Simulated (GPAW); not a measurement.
CuO (Tenorite):

```
Cu O
1.0
     2.34185   -1.71130    0.00000
     2.34185    1.71130    0.00000
    -0.85003    0.00000    5.05787
Cu O
2 2
Cartesian
  0.7459 -0.8557 2.5289
  1.1709 0.8557 0.0000
  1.7043 0.2793 3.7934
  2.1293 -0.2793 1.2645
```

Base run:

```yaml
Program: GPAW 26.7.0
Functional: PBE
Potentials_or_basis: GPAW PAW data sets (gpaw-data 1.2.1)
Cutoff: 650 eV
Basis: pw
k_mesh: 8 × 8 × 4
Occupations: fermi-dirac, width 0.01 eV
Spin: no spin polarisation
Hubbard_terms: Cu d U = 8 eV
```

Its results: band gap on the k mesh none (metal or under the smearing width); pressure 3.9 GPa; largest force 0.021 eV/Å.

Q: The run is repeated on the same cell with these changes: hubbard terms from Cu d U = 8 eV to Cu d U = 1 eV. What comes out?

A: Band gap on the k mesh none (metal or under the smearing width); pressure 5.6 GPa; largest force 0.165 eV/Å.

Caveats: with this Cu data set, volumes or pressures lay over 1.5 % or 2 GPa off other programs in two to four cells of ten; the cutoff is short for stress and forces, so pressures can be off by a GPa or more; the run has no spin polarisation, though such a crystal can be magnetic; U without spin polarisation on a metal has little footing.
